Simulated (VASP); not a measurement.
# Ge (Fd-3m) in VASP: settings compared, part 2 of 3

VASP 6.6.1. Earlier steps stand in the parts before.

## (3) Band structure, PBE0

The input, POSCAR:

```
Ge                                      
1.0
   -0.0000000000      2.8370028132      2.8370028132
    2.8370028132     -0.0000000000      2.8370028132
    2.8370028132      2.8370028132     -0.0000000000
  Ge            
     2
Direct
     0.0000000000000000    0.0000000000000000    0.0000000000000000
     0.2500000000000000    0.2500000000000000    0.2500000000000000
```

The input, INCAR.step1:

```
PREC = Accurate
ENCUT = 520
EDIFF = 1E-5
ISMEAR = 0
SIGMA = 0.03
LREAL = False
LASPH = True
NELM = 80
ALGO = Normal
ISIF = 2
LWAVE = True
LCHARG = False
NBANDS = 21
KPAR = 2
GGA = PE
```

The input, INCAR.step2:

```
PREC = Accurate
ENCUT = 520
EDIFF = 1E-7
ISMEAR = 0
SIGMA = 0.03
LREAL = False
LASPH = True
NELM = 80
ALGO = Normal
ISIF = 2
LWAVE = False
LCHARG = False
GGA = PE
LHFCALC = True
AEXX = 0.25
PRECFOCK = Fast
HFRCUT = -1
NBANDS = 21
KPAR = 2
ISTART = 1
```

The input, KPOINTS:

```
regular mesh
0
Gamma
  6 6 6
```

The input, KPOINTS_OPT:

```
explicit points
9
Reciprocal
 0.0000000000  0.0000000000  0.0000000000 1
 0.3750000000  0.3750000000  0.7500000000 1
 0.5000000000  0.5000000000  0.5000000000 1
 0.6250000000  0.2500000000  0.6250000000 1
 0.5000000000  0.2500000000  0.7500000000 1
 0.5000000000  0.0000000000  0.5000000000 1
 0.4000000000  0.0000000000  0.4000000000 1
 0.4250000000  0.0000000000  0.4250000000 1
 0.4500000000  0.0000000000  0.4500000000 1
```

Potentials or basis: VASP PAW PBE potentials, release 64 (Ge_d).

The run is started by

```console
$ cat potpaw_PBE.64/Ge_d/POTCAR > POTCAR
$ cp INCAR.step1 INCAR
$ mpirun -np 2 vasp_std > vasp.out
$ cp INCAR.step2 INCAR
$ mpirun -np 2 vasp_std > vasp.out
```

OUTCAR:

```text
PREC = Accurate
   ENCUT = 520
   EDIFF = 1E-7
   ISMEAR = 0
   LREAL = False
   LASPH = True
   NELM = 80
   ISIF = 2
   GGA = PE
   LHFCALC = True
   AEXX = 0.25
   PRECFOCK = Fast
   ISTART = 1

 ion  position               nearest neighbor table
   1  0.000  0.000  0.000-   2 2.46   2 2.46   2 2.46   2 2.46
   2  0.250  0.250  0.250-   1 2.46   1 2.46   1 2.46   1 2.46

  LATTYP: Found a face centered cubic cell.
 ALAT       =     5.6740056264

  Lattice vectors:

 A1 = (   0.0000000000,   2.8370028132,   2.8370028132)
 A2 = (   2.8370028132,   0.0000000000,   2.8370028132)
 A3 = (   2.8370028132,   2.8370028132,   0.0000000000)

Analysis of symmetry for initial positions (statically):
=====================================================================
 Subroutine PRICEL returns:
 Original cell was already a primitive cell.

 Routine SETGRP: Setting up the symmetry group for a
 face centered cubic supercell.

 Subroutine GETGRP returns: Found 48 space group operations
 (whereof 24 operations were pure point group operations)
 out of a pool of 48 trial point group operations.

The static configuration has the point symmetry T_d .
 The point group associated with its full space group is O_h .

Analysis of symmetry for dynamics (positions and initial velocities):
=====================================================================
 Subroutine PRICEL returns:
 Original cell was already a primitive cell.

 Routine SETGRP: Setting up the symmetry group for a
 face centered cubic supercell.

 Subroutine GETGRP returns: Found 48 space group operations
 (whereof 24 operations were pure point group operations)
 out of a pool of 48 trial point group operations.

The dynamic configuration has the point symmetry T_d .
 The point group associated with its full space group is O_h .

 Subroutine INISYM returns: Found 48 space group operations
 (whereof 24 operations are pure point group operations),
 and found     1 'primitive' translations

----------------------------------------------------------------------------------------

                                     Primitive cell

  volume of cell :      45.6677

  direct lattice vectors                    reciprocal lattice vectors
     0.000000000  2.837002813  2.837002813    -0.176242335  0.176242335  0.176242335
     2.837002813  0.000000000  2.837002813     0.176242335 -0.176242335  0.176242335
     2.837002813  2.837002813  0.000000000     0.176242335  0.176242335 -0.176242335

  length of vectors
     4.012127855  4.012127855  4.012127855     0.305260679  0.305260679  0.305260679

  position of ions in fractional coordinates (direct lattice)
     0.000000000  0.000000000  0.000000000
     0.250000000  0.250000000  0.250000000

  ion indices of the primitive-cell ions
   primitive index   ion index
                 1           1
                 2           2

----------------------------------------------------------------------------------------

 KPOINTS: regular mesh

[... 23 lines left out ...]
            Coordinates               Weight
  0.000000  0.000000  0.000000      1.000000
  0.166667  0.000000  0.000000      8.000000
  0.333333  0.000000  0.000000      8.000000
  0.500000  0.000000  0.000000      4.000000
  0.166667  0.166667  0.000000      6.000000
  0.333333  0.166667  0.000000     24.000000
[... 8 lines left out ...]
 -0.333333  0.333333  0.166667     24.000000
 -0.333333  0.500000  0.166667     12.000000
   k-points           NKPTS =     16   k-points in BZ     NKDIM =    216   number of bands    NBANDS=     21
   number of dos      NEDOS =    301   number of ions     NIONS =      2
   total plane-waves  NPLWV =  27000
   dimension x,y,z NGX =    30 NGY =   30 NGZ =   30
   dimension x,y,z NGXF=    60 NGYF=   60 NGZF=   60
   ions per type =               2
   NGX,Y,Z   is equivalent  to a cutoff of  12.43, 12.43, 12.43 a.u.
   NGXF,Y,Z  is equivalent  to a cutoff of  24.86, 24.86, 24.86 a.u.
 SYSTEM =  unknown system
   PREC   = accura    normal or accurate (medium, high low for compatibility)
   ISTART =      1    job   : 0-new  1-cont  2-samecut
   ICHARG =      0    charge: 1-file 2-atom 10-const
   ISPIN  =      1    spin polarized calculation?
   LNONCOLLINEAR =      F non collinear calculations
   LSORBIT =      F    spin-orbit coupling
   LASPH  =      T    aspherical Exc in radial PAW
   ENCUT  =  520.0 eV  38.22 Ry    6.18 a.u.   7.46  7.46  7.46*2*pi/ulx,y,z
   NELM   =     80;   NELMIN=  2; NELMDL=  0     # of ELM steps
   EDIFF  = 0.1E-06   stopping-criterion for ELM
   LREAL  =      F    real-space projection
   EDIFFG = 0.1E-05   stopping-criterion for IOM
   NSW    =      0    number of steps for IOM
   IBRION =     -1    ionic relax: 0-MD 1-quasi-New 2-CG
   NFREE  =      0    steps in history (QN), initial steepest desc. (CG)
   ISIF   =      2    stress and relaxation
   ISYM   =      3    0-nonsym 1-usesym 2-fastsym
   POTIM  = 0.5000    time-step for ionic-motion
   TEBEG  =    0.0;   TEEND  =   0.0 temperature during run
   PSTRESS=    0.0 pullay stress
   NELECT =      28.0000    total number of electrons
   NUPDOWN=      -1.0000    fix difference up-down
   EMIN   =  10.00;   EMAX   =-10.00  energy-range for DOS
   EFERMI =   0.00;   METHOD = LEGACY
   ISMEAR =     0;   SIGMA  =   0.03  broadening in eV -4-tet -1-fermi 0-gaus
   EFERMI_NEDOS =   21; number of points for ismear=-14 and -15
   IALGO  =     38    algorithm
   IMIX   =      1    mixing-type and parameters
     AMIX     =   0.40;   BMIX     =  1.00
     AMIX_MAG =   1.60;   BMIX_MAG =  1.00
  volume/ion in A,a.u.               =      22.83       154.09
  Fermi-wavevector in a.u.,A,eV,Ry     =   1.390778  2.628189 26.317243  1.934263
  Thomas-Fermi vector in A             =   2.514680
   LORBIT       =      0    0 simple, 1 ext, 2 COOP (PROOUT), +10 PAW based schemes
   GGA     = PE    functional components
   LHFCALC =     T    Hartree Fock is set to
   PRECFOCK=fast      Normal, Fast or Accurate (Low or Medium for compatibility)
   ENCUT4O =  -1.0   cutoff for four orbital integrals eV
   NKREDX  =     1    reduce k-point grid by
   NKREDY  =     1    reduce k-point grid by
   NKREDZ  =     1    reduce k-point grid by
   AEXX    =    0.2500 exact exchange contribution
   HFSCREEN=    0.0000 screening length (either q_TF or 0.3 A-1)
   HFSCREENC=   0.0000 screening length for correlation (either q_TF or 0.3 A-1)
   ENCUTFOCK=  -1.0 apply spherical cutoff to Coloumb kernel
   IVDW    =     0    specifies the selected vdW correction
   LEPSILON=     F    determine dielectric tensor
   LRPA    =     F    only Hartree local field effects (RPA)
 non-spin polarized calculation
 Gauss-broadening in eV      SIGMA  =   0.03
  energy-cutoff  :      520.00
  volume of cell :       45.67
 maximum number of plane-waves:      1247
 NGX is ok and might be reduce to    30
  NGX = 18; NGY = 18; NGZ = 18

 number of electron      28.0000015 magnetization

 Free energy of the ion-electron system (eV)
  ---------------------------------------------------
  ext. energy  EPLUGINS =         0.00000000
  ---------------------------------------------------
  free energy    TOTEN  =       -11.63427911 eV

  energy without entropy =      -11.63427911  energy(sigma->0) =      -11.63427911

 E-fermi :   4.4884     XC(G=0):  -7.8123

 val. band max:        4.2910463279   @ k =   0.0000   0.0000   0.0000
 cond. band min:       5.6653933339   @ k =   0.0000   0.0000   0.0000
 fundamental gap:      1.3743470060
 Fermi energy:         4.4883866920

 k-point     1 :       0.0000    0.0000    0.0000
  band No.  band energies     occupation
      1     -23.7488      2.00000
      2     -23.7488      2.00000
      3     -23.7488      2.00000
      4     -23.7127      2.00000
      5     -23.7127      2.00000
      6     -23.5086      2.00000
[... 373 lines left out ...]
     20      17.1504      0.00000
     21      19.0193      0.00000

------------------------ aborting loop because EDIFF is reached ----------------------------------------

  FORCE on cell =-STRESS in cart. coord.  units (eV):
  Direction    XX          YY          ZZ          XY          YZ          ZX
  --------------------------------------------------------------------------------------
  -------------------------------------------------------------------------------------
  Total        0.0076195      0.0076195      0.0076195      0.0000000      0.0000000     -0.0000000
  in kB        0.2673180      0.2673180      0.2673180      0.0000000      0.0000000     -0.0000000
  external PRESSURE =       0.2673180 kB  Pullay stress =       0.0000000 kB

 VOLUME and BASIS-vectors are now :
 -----------------------------------------------------------------------------
  energy-cutoff  :      520.00
  volume of cell :       45.67
      direct lattice vectors                 reciprocal lattice vectors
     0.000000000  2.837002813  2.837002813    -0.176242335  0.176242335  0.176242335
     2.837002813  0.000000000  2.837002813     0.176242335 -0.176242335  0.176242335
     2.837002813  2.837002813  0.000000000     0.176242335  0.176242335 -0.176242335

 POSITION                                       TOTAL-FORCE (eV/Angst)
 -----------------------------------------------------------------------------------
      0.00000      0.00000      0.00000        -0.000000     -0.000000     -0.000000
      1.41850      1.41850      1.41850         0.000000      0.000000      0.000000
 -----------------------------------------------------------------------------------
    total drift:                                0.000000      0.000000      0.000000

  FREE ENERGIE OF THE ION-ELECTRON SYSTEM (eV)
  ---------------------------------------------------
  free  energy   TOTEN  =       -11.6342791131 eV

  energy  without entropy=      -11.6342791131  energy(sigma->0) =      -11.63427911
```

It took 39 min on 2 MPI ranks of Intel Xeon Platinum 8488C (Sapphire Rapids), shared host; peak memory 0.2 GiB.

Results:

* Free energy: -11.6343 eV
* Pressure: 0.0 GPa
* Band gap on the k mesh: 1.37 eV, direct
* Band gap along the path: 1.37 eV, direct

Levels at points of the mesh, in eV from the valence-band top:
| k point | band 11 | band 12 | band 13 | band 14 | band 15 | band 16 | band 17 | band 18 |
| --- | --- | --- | --- | --- | --- | --- | --- | --- |
| (0.00, 0.00, 0.00) | -14.12 | 0.00 | 0.00 | 0.00 | 1.37 | 3.86 | 3.86 | 3.86 |
| (0.50, 0.00, 0.00) | -11.80 | -8.38 | -1.55 | -1.55 | 1.39 | 5.12 | 5.12 | 8.58 |
| (0.50, 0.50, 0.00) | -9.80 | -9.80 | -3.39 | -3.39 | 1.91 | 1.91 | 11.44 | 11.44 |

Caveat: the PAW data sets were made with another functional, which shifts forces and pressure a little.

[end of part 2 of 3]
